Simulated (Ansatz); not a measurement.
Set up this calculation in Ansatz 0.2.0, as the native input.

| Quantity | Value |
| --- | --- |
| Task | band structure |
| Functional | RPBE |
| Potentials or basis | all-electron LAPW, scalar-relativistic |
| Cutoff | 281 eV (chosen from the basis error) |
| Basis error allowed | 0.001 eV/atom |
| k mesh | 10 × 10 × 10 |
| Occupations | fermi-dirac, width 0.05 eV |
| Spin | no spin polarisation |

The system is ZrN.

```
Zr N
1.0
     0.00000    2.30000    2.30000
     2.30000    0.00000    2.30000
     2.30000    2.30000    0.00000
Zr N
1 1
Cartesian
  2.3000 2.3000 2.3000
  0.0000 0.0000 0.0000
```

The input as run:

input.yaml

```yaml
crystal:
  lattice:
    - [0.0, 2.3, 2.3]
    - [2.3, 0.0, 2.3]
    - [2.3, 2.3, 0.0]
  atoms:
    - { symbol: Zr, position: [0.5, 0.5, 0.5] }
    - { symbol: "N", position: [0.0, 0.0, 0.0] }
kpoints:
  mp_grid: { grid: [10, 10, 10] }
  band_path:
    path:
      - [0.0, 0.0, 0.0]
      - [0.5, 0.0, 0.5]
      - [0.5, 0.25, 0.75]
      - [0.375, 0.375, 0.75]
      - [0.0, 0.0, 0.0]
      - [0.5, 0.5, 0.5]
      - [0.625, 0.25, 0.625]
      - [0.5, 0.25, 0.75]
    npoints: 12
scf:
  occupations: { method: fermi_dirac, width: 0.05 }
hamiltonian:
  xc: rpbe
  pseudopotentials: { kind: all_electron, lapw: { basis_error: 0.001 } }
output:
  forces: true
  stress: true
  eigenvalues: true
```

Potentials or basis: all-electron LAPW, scalar-relativistic.

Run with:

```sh
$ ansatz run input.yaml --threads 1 --pin off --max-ram 3072MiB --backend cpu --events-out ev --progress --plain --runs-dir out
```

It gave:

The pressure is 3.0 GPa and the band gap along the path is none (metal or under the smearing width).

Wall time 13 s on 1 thread of Intel(R) Xeon(R) Platinum 8259CL CPU @ 2.50GHz (Skylake/Cascade Lake), on a shared host, peak memory 0.34 GiB.
